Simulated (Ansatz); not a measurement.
# A defect in a wire: W wire along [100], 2 atoms a period, Mg in place of one W, part 2 of 3

Wanted: the relaxed defect and the transmission past it, beside the channels of the perfect wire.

Ansatz 0.2.0; DFT PBE, plane waves, PAW; relaxation of a wire's period (the session's first sound run).

So far, conductance of the lead as this run defines it (G₀): step 3 (the wire at its relaxed period) 3.86.

### 4. Relaxing the junction

This step: DFT PBE, plane waves, PAW; relaxation of a junction in a wire, ends held (Ansatz 0.2.0).

System of this step: W wire along [100], 2 atoms a period, Mg in place of one W. The cell holds 18 atoms: 17 W and 1 Mg. Its edges and angles: a = 8.385 Å, b = 8.385 Å, c = 26.805 Å, α = 90.0°, β = 90.0°, γ = 90.0°. Regions: held atoms, 12 atoms (12 W); free atoms, 6 atoms (5 W and 1 Mg). Vacuum lies along a and b. The structure's axis is c.

6 atoms at the defect are free to relax, while 12 stay where the perfect wire has them, so that the ends still repeat as a lead. The cutoff is set under the files' recommended one to save time.

Contents of input.yaml:

```yaml
crystal:
  lattice:
    - [8.385, 0.0, 0.0]
    - [0.0, 8.385, 0.0]
    - [0.0, 0.0, 26.8049862879]
  atoms:
    - { symbol: W, position: [0.426063455, 0.426063455, 0.0] }
    - { symbol: W, position: [0.573936545, 0.573936545, 0.055555556] }
    - { symbol: W, position: [0.426063455, 0.426063455, 0.111111111] }
    - { symbol: W, position: [0.573936545, 0.573936545, 0.166666667] }
    - { symbol: W, position: [0.426063455, 0.426063455, 0.222222222] }
    - { symbol: W, position: [0.573936545, 0.573936545, 0.277777778] }
    - { symbol: W, position: [0.426063455, 0.426063455, 0.333333333] }
    - { symbol: W, position: [0.573936545, 0.573936545, 0.388888889] }
    - { symbol: W, position: [0.426063455, 0.426063455, 0.444444444] }
    - { symbol: Mg, position: [0.573936545, 0.573936545, 0.5], spin: 0.3 }
    - { symbol: W, position: [0.426063455, 0.426063455, 0.555555556] }
    - { symbol: W, position: [0.573936545, 0.573936545, 0.611111111] }
    - { symbol: W, position: [0.426063455, 0.426063455, 0.666666667] }
    - { symbol: W, position: [0.573936545, 0.573936545, 0.722222222] }
    - { symbol: W, position: [0.426063455, 0.426063455, 0.777777778] }
    - { symbol: W, position: [0.573936545, 0.573936545, 0.833333333] }
    - { symbol: W, position: [0.426063455, 0.426063455, 0.888888889] }
    - { symbol: W, position: [0.573936545, 0.573936545, 0.944444444] }
magnetization:
  spin_polarized: true
kpoints:
  mp_grid: { grid: [1, 1, 1] }
scf:
  occupations: { method: fermi_dirac, width: 0.1 }
hamiltonian:
  xc: pbe
relax:
  constraints: [{ sites: [0, 1, 2, 3, 4, 5, 12, 13, 14, 15, 16, 17] }]
  f_tol: 0.06
  max_steps: 35
basis:
  ecutwfc: "350 eV"
```

On the command line:

```console
$ ansatz run input.yaml --threads 4 --pin off --max-ram 16384MiB --backend cpu --events-out ev --progress --plain --runs-dir out
```

Numbers of over 12 decimals in the logs are rounded to 6 here.

Log:

```text
[...]
Warning: crystal.symmetry: narrowed to the stabiliser of the relax constraints — unitary ops 4 → 2; lowered at sites 6, 12 (the operations that carried what is held of a site onto what its image site leaves free; the constrained walk keeps no symmetry that its constraints do not admit)
[...]
Crystal: 18 atoms, lattice volume = 1884.611 Å³
Basis set: ecut = 350 eV, 27997 PW (Γ), exchange–correlation on 108×108×360 points (8 copies of the dense FFT grid, shifted against one another)
Bands: 149, of which v1, the nominal top of the filled ones, is band 124 counted from 1 (123 counted from 0)
Symmetry: 2 space group operations
k-points: 1
[...]
Starting moments: Σ|m| = 0.3 μB on 1 of 18 sites
[...]
SCF iter   1: F=—  HF=-178425.607461 eV  |F-HF|=—  |Δ(HF+E_count)|=         —  Δρ=2.13e-2 (↑2.13e-2 ↓2.12e-2)  dr2=1.02e2  dr2_m=1.83e-1  M=0.012 μB ∫|m|=0.027 μB  β_m=0.30  ethr=3.10e-3  ⟨swp⟩=8.0  Hψ=1214  notcnv=0
[...]
spin=Collinear: LDOS preconditioning applied to the charge; magnetization (m = ρ↑ − ρ↓) channel mixes plain (no charge-response kernel on spin).
SCF iter   2: F=—  HF=-178401.233453 eV  |F-HF|=—  |Δ(HF+E_count)|=    2.44e1  Δρ=1.01e-2 (↑1.01e-2 ↓1.00e-2)  dr2=1.58e1  dr2_m=9.15e-2  M=0.013 μB ∫|m|=0.027 μB  β_m=0.30  ethr=3.10e-3  ⟨swp⟩=5.0  Hψ=772  notcnv=0
[...]
spin=Collinear: Resta preconditioning applied to the charge; magnetization (m = ρ↑ − ρ↓) channel mixes plain (no charge-response kernel on spin).
SCF iter   3: F=—  HF=-178400.647795 eV  |F-HF|=—  |Δ(HF+E_count)|=   5.86e-1  Δρ=1.02e-2 (↑1.02e-2 ↓1.02e-2)  dr2=1.25e2  dr2_m=4.58e-2  M=0.011 μB ∫|m|=0.023 μB  β_m=0.30  ethr=3.10e-3  ⟨swp⟩=7.0  Hψ=892  notcnv=0
[...]
SCF iter   7: F=—  HF=-178397.721080 eV  |F-HF|=—  |Δ(HF+E_count)|=   1.42e-2  Δρ=9.32e-4 (↑9.31e-4 ↓9.32e-4)  dr2=2.65e-1  dr2_m=2.88e-3  M=0.009 μB ∫|m|=0.014 μB  β_m=0.30  ethr=1.19e-4  ⟨swp⟩=2.0  Hψ=404  notcnv=0
[...]
spin-set hold released at iteration 7 (site moments contracting): the magnetisation degrees of freedom join the quasi-Newton model from the next iteration; the mixer history was flushed
SCF iter   8: F=—  HF=-178397.769544 eV  |F-HF|=—  |Δ(HF+E_count)|=   4.85e-2  Δρ=1.16e-3 (↑1.16e-3 ↓1.16e-3)  dr2=1.99e0  dr2_m=1.45e-3  M=0.008 μB ∫|m|=0.012 μB  β_m=0.11  ethr=1.07e-4  ⟨swp⟩=2.0  Hψ=340  notcnv=0  recentre
[...]
SCF iter  20: F=-178397.732321 eV  HF=-178397.732345 eV  |F-HF|=2.41e-5  |Δ(HF+E_count)|=   1.27e-5  Δρ=1.39e-5 (↑1.38e-5 ↓1.39e-5)  dr2=4.26e-5  dr2_m=3.32e-8  M=0.002 μB ∫|m|=0.003 μB  ethr=3.63e-8  ⟨swp⟩=2.0  Hψ=702  notcnv=0
WARN: the starting moments were not kept: the SCF closed with an absolute magnetisation of 3.4e-3 μB, where they sum to 0.3 μB in size (1 site). That is at most 0.1 of that sum. Measured as dr2_m measures the in/out step, that magnetisation stands 2.8e-7 eV from none, at or under the dr2_threshold of 9.0e-5 eV: it is no larger than a step whose dr2_m would equal this threshold. The system may hold no moment; this SCF [...]
SCF 1 converged in 20 iterations: F = -178397.732321 eV  dr2 = 4.26e-5
[...]
relax step   1: F+E_penalty+E_count = -178397.73232086 eV  Δ(F+E_penalty+E_count) = +0.000e0 eV  max|allowed force component| = 4.190e0 eV/Å  Δτ_max = 0.0000 Å  (20 SCF iters, dr2 threshold 9.00e-5 eV, accepted)
[...]
Starting moments: Σ|m| = 0.3 μB on 1 of 18 sites; this step starts from the density that it was given
[...]
SCF iter   7: F=-178398.807236 eV  HF=-178398.807238 eV  |F-HF|=2.53e-6  |Δ(HF+E_count)|=   4.00e-6  Δρ=5.23e-6 (↑5.23e-6 ↓4.82e-6)  dr2=5.41e-6  dr2_m=5.13e-8  M=0.002 μB ∫|m|=0.003 μB  ethr=2.50e-8  ⟨swp⟩=2.0  Hψ=862  notcnv=0
the starting moments were not kept: the SCF closed with an absolute magnetisation of 3.2e-3 μB, where they sum to 0.3 μB in size (1 site). That is at most 0.1 of that sum. Measured as dr2_m measures the in/out step, that magnetisation stands 9.3e-8 eV from none, at or under the dr2_threshold of 1.0e-4 eV: it is no larger than a step whose dr2_m would equal this threshold.
SCF 2 converged in 7 iterations: F = -178398.807236 eV  dr2 = 5.41e-6
[...]
relax step   2: F+E_penalty+E_count = -178398.80723570 eV  Δ(F+E_penalty+E_count) = -1.075e0 eV  max|allowed force component| = 1.572e0 eV/Å  Δτ_max = 0.1947 Å  (7 SCF iters, dr2 threshold 1.00e-4 eV, accepted)
SCF iter   1: F=—  HF=-178399.079520 eV  |F-HF|=—  |Δ(HF+E_count)|=         —  Δρ=2.21e-3 (↑2.21e-3 ↓2.17e-3)  dr2=1.42e-1  dr2_m=5.17e-2  M=0.006 μB ∫|m|=0.026 μB  β_m=0.30  ethr=3.02e-3  ⟨swp⟩=4.0  Hψ=684  notcnv=0
[...]
SCF iter   6: F=-178399.128103 eV  HF=-178399.128114 eV  |F-HF|=1.11e-5  |Δ(HF+E_count)|=   2.89e-5  Δρ=1.46e-5 (↑1.44e-5 ↓1.46e-5)  dr2=3.10e-5  dr2_m=9.86e-7  M=0.002 μB ∫|m|=0.005 μB  ethr=4.03e-8  ⟨swp⟩=2.0  Hψ=898  notcnv=0
[...]
SCF 3 converged in 6 iterations: F = -178399.128103 eV  dr2 = 3.10e-5
relax step   3: F+E_penalty+E_count = -178399.12810312 eV  Δ(F+E_penalty+E_count) = -3.209e-1 eV  max|allowed force component| = 4.967e-1 eV/Å  Δτ_max = 0.1973 Å  (6 SCF iters, dr2 threshold 1.00e-4 eV, accepted)
[...]
relax step   4: F+E_penalty+E_count = -178399.24635427 eV  Δ(F+E_penalty+E_count) = -1.183e-1 eV  max|allowed force component| = 3.246e-1 eV/Å  Δτ_max = 0.1931 Å  (7 SCF iters, dr2 threshold 2.46e-5 eV, accepted)
[...]
relax step   5: F+E_penalty+E_count = -178399.29105179 eV  Δ(F+E_penalty+E_count) = -4.470e-2 eV  max|allowed force component| = 2.803e-1 eV/Å  Δτ_max = 0.1932 Å  (8 SCF iters, dr2 threshold 1.05e-5 eV, accepted)
[...]
relax step   6: F+E_penalty+E_count = -178399.30042199 eV  Δ(F+E_penalty+E_count) = -9.370e-3 eV  max|allowed force component| = 2.566e-2 eV/Å  Δτ_max = 0.0433 Å  (6 SCF iters, dr2 threshold 3.36e-5 eV, accepted)
[...]
SCF iter   5: F=-178399.300429 eV  HF=-178399.300429 eV  |F-HF|=5.68e-9  |Δ(HF+E_count)|=   1.14e-9  Δρ=2.72e-7 (↑2.72e-7 ↓2.28e-7)  dr2=8.93e-9  dr2_m=1.68e-10  M=-0.000 μB ∫|m|=0.001 μB  ethr=2.39e-11  ⟨swp⟩=2.0  Hψ=785  notcnv=0
[...]
SCF 7 converged in 5 iterations: F = -178399.300429 eV  dr2 = 8.93e-9
relax step   7: F+E_penalty+E_count = -178399.30042921 eV  Δ(F+E_penalty+E_count) = -7.222e-6 eV  max|allowed force component| = 2.647e-2 eV/Å  Δτ_max = 0.0000 Å  (5 SCF iters, accepted)
SCF converged after 5 iterations
Magnetization: -0.0000 μB (124.0000 up, 124.0000 down)
Absolute magnetization: 0.0008 μB (∫|ρ↑−ρ↓|, with the PAW one-centre terms)
[...]
Per-site moments (μB) at R_I (Å): [(1.5506144435687545e-5, 0.948965), (-8.737783384104686e-6, 0.948965), (1.8223530035381137e-6, 0.948965), (2.917275179997321e-6, 0.948965), (-1.366455187282114e-5, 0.948965), (2.176649513161881e-5, 0.948965), (-1.943237104836886e-5, 0.953105), (6.162522833889678e-6, 0.939712), (1.4908086416321517e-5, 0.939712), (3.675334875834818e-6, 1.118330), (-5.336637704548529e-5, 0.936492), (4.875068026153251e-5, 0.936492), (-5.788850934465293e-5, 0.948965), (4.6151674936785835e-5, 0.948965), (-2.6645974743348075e-5, 0.948965), (1.2068957935871292e-5, 0.948965), (-5.0567459244641854e-6, 0.948965), (-6.150534594375612e-6, 0.948965)]
Free energy (F): -178399.300429 eV
[...]
Internal energy: -178398.586364 eV  (E = F + TS)
E sigma→0 (E₀):  -178398.943397 eV
Entropy (-TS):   -0.714065 eV (-39.670 meV/atom)
Fermi energy:    0.029465 eV
[...]
--- Forces (eV/Å), atoms counted from 1 ---
  atom   1  W     -0.11069065    -0.11069065    -0.00069385
  atom   2  W      0.07193002     0.07193002     0.01371159
  atom   3  W     -0.04668558    -0.04668558    -0.03727281
  atom   4  W      0.03437409     0.03437409     0.11169703
  atom   5  W     -0.09217749    -0.09217749     0.36776695
  atom   6  W      0.05465931     0.05465931     0.60778989
  atom   7  W     -0.00770657    -0.00770657    -0.00317907
  atom   8  W     -0.00667104    -0.00667104    -0.01815661
  atom   9  W      0.02646692     0.02646692    -0.00190690
  atom  10  Mg    -0.02296152    -0.02296152     0.00510253
  atom  11  W      0.01394606     0.01394606     0.02251769
  atom  12  W     -0.00262546    -0.00262546     0.02187233
  atom  13  W      0.20281377     0.20281377    -0.50151467
  atom  14  W     -0.07834489    -0.07834489    -0.56401132
  atom  15  W     -0.11249868    -0.11249868    -0.02527379
  atom  16  W      0.04443267     0.04443267    -0.01984312
  atom  17  W     -0.03844533    -0.03844533     0.02266076
  atom  18  W      0.07021854     0.07021854    -0.00127363
  max |Σ_I F_I| component: 3.42e-5 eV/Å
--- Relaxed structure (7 steps of the walk, 7 accepted, 0 SCFs on fresh bases) ---
  F+E_penalty+E_count = -178399.30042921 eV   max|allowed force component| = 2.647e-2 eV/Å
  atoms:
    - { symbol: W, position: [0.426063455, 0.426063455, 0.0] }
    - { symbol: W, position: [0.573936545, 0.573936545, 0.055556] }
    - { symbol: W, position: [0.426063455, 0.426063455, 0.111111111] }
    - { symbol: W, position: [0.573936545, 0.573936545, 0.166666667] }
    - { symbol: W, position: [0.426063455, 0.426063455, 0.222222222] }
    - { symbol: W, position: [0.573936545, 0.573936545, 0.277777778] }
    - { symbol: W, position: [0.435989, 0.435989, 0.338655] }
    - { symbol: W, position: [0.584610, 0.584610, 0.395637] }
    - { symbol: W, position: [0.440675, 0.440675, 0.451925] }
    - { symbol: Mg, position: [0.638805, 0.638805, 0.502394] }
    - { symbol: W, position: [0.434180, 0.434180, 0.548891] }
    - { symbol: W, position: [0.572459, 0.572459, 0.607468] }
    - { symbol: W, position: [0.426063455, 0.426063455, 0.666666667] }
    - { symbol: W, position: [0.573936545, 0.573936545, 0.722222222] }
    - { symbol: W, position: [0.426063455, 0.426063455, 0.777777778] }
    - { symbol: W, position: [0.573936545, 0.573936545, 0.833333] }
    - { symbol: W, position: [0.426063455, 0.426063455, 0.888888889] }
    - { symbol: W, position: [0.573936545, 0.573936545, 0.944444] }
```

Run time: 61 s. Hardware: 4 threads of Arm Neoverse V1, shared host; peak memory 1.7 GiB.

The steps of the relaxation:

```csv
step,energy less that of the first step (eV),largest force component (eV/Å)
1,0.0000,4.1896
2,-1.0749,1.5724
3,-1.3958,0.4967
4,-1.5140,0.3246
5,-1.5587,0.2803
6,-1.5681,0.0257
7,-1.5681,0.0265
```

The atoms that moved most (Å):

```csv
atom,dx,dy,dz,length
Mg10,0.544,0.544,0.064,0.772
W9,0.123,0.123,0.201,0.265
W8,0.090,0.090,0.181,0.221
W11,0.068,0.068,-0.179,0.203
W7,0.083,0.083,0.143,0.185
W12,-0.012,-0.012,-0.098,0.099
```

This step gave:

| Item | Value |
| --- | --- |
| energy at zero smearing | -178398.9434 eV |
| absolute moment | 0 μB |

The largest force component on a free atom ends at 0.026 eV/Å, under the limit of 0.06. Mg ends nearest to W at 2.71 Å, W at 2.73 Å, W at 2.92 Å and W at 2.93 Å.

[end of part 2 of 3]

[Logs are printed without paths, hosts, clocks, repeated set-up lines and the standing remarks that a program may print on its own settings, such as how far it seeks lower states.]

[Hosts, paths, dates, database ids (printed as entryN), source tags and the programs' standing remarks are cut or masked in the printed files.]
